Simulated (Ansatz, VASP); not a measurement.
**Two plane-wave programs on KI**

INCAR

```
ALGO     = Normal         # electronic algorithm
EDIFF    = 1E-6           # SCF threshold, eV
ENCUT    = 520            # plane-wave cutoff, eV
GGA      = PE             # functional
ISIF     = 2              # what is computed and relaxed
ISMEAR   = 0              # smearing method
LASPH    = T              # aspherical terms in the spheres
LCHARG   = F              # write CHGCAR
LREAL    = F              # projectors in reciprocal space
LWAVE    = F              # write WAVECAR
NBANDS   = 15             # bands
NELM     = 80             # most SCF steps
PREC     = Accurate       # precision mode
SIGMA    = 0.01           # smearing width, eV
```

Contents of KPOINTS:

```
k-points
0
Gamma
  6 6 6
```

The input POSCAR:

```
KI
1.0
    4.2978433926      0.0000000000      0.0000000000
    0.0000000000      4.2978433926      0.0000000000
    0.0000000000      0.0000000000      4.2978433926
K I
1 1
Direct
    0.0000000000      0.0000000000      0.0000000000
    0.5000000000      0.5000000000      0.5000000000
```

Input for Ansatz:

```yaml
crystal:
  lattice:
    - [4.2978433926, 0.0, 0.0]
    - [0.0, 4.2978433926, 0.0]
    - [0.0, 0.0, 4.2978433926]
  atoms:
    - { symbol: K, position: [0.0, 0.0, 0.0] }
    - { symbol: I, position: [0.5, 0.5, 0.5] }
kpoints:
  mp_grid: { grid: [6, 6, 6] }
hamiltonian:
  xc: pbe
scf:
  occupations: { method: fixed }
  n_extra_bands: 4
output:
  forces: true
  stress: true
  eigenvalues: true
```

Alike in both runs: task single point; functional PBE; k mesh 6 × 6 × 6; no spin polarisation.

|  | VASP | Ansatz |
| --- | --- | --- |
| version | VASP 6.6.1 | Ansatz 0.2.0 |
| potentials or method | VASP PAW PBE potentials, release 64 (K_sv, I) | plane waves, PAW |
| plane-wave cutoff (eV) | 520 | 420 |
| occupations | gaussian, width 0.01 eV | fixed |
| valence electrons in the cell | 16 | 26 |

|  | VASP | Ansatz | Ansatz less VASP |
| --- | --- | --- | --- |
| gap on the k mesh at the Fermi level (eV) | 3.32 | 3.32 | +0.003 |
| pressure (GPa) | 0.4 | 0.4 | -0.03 |

The two sets of potentials don't hold the same shells in valence.

Caveats: spin-orbit coupling is left out, which moves the levels of the heavy elements. PBE gaps usually lie below the measured ones, often by a third to a half. A k mesh can miss the band edges.
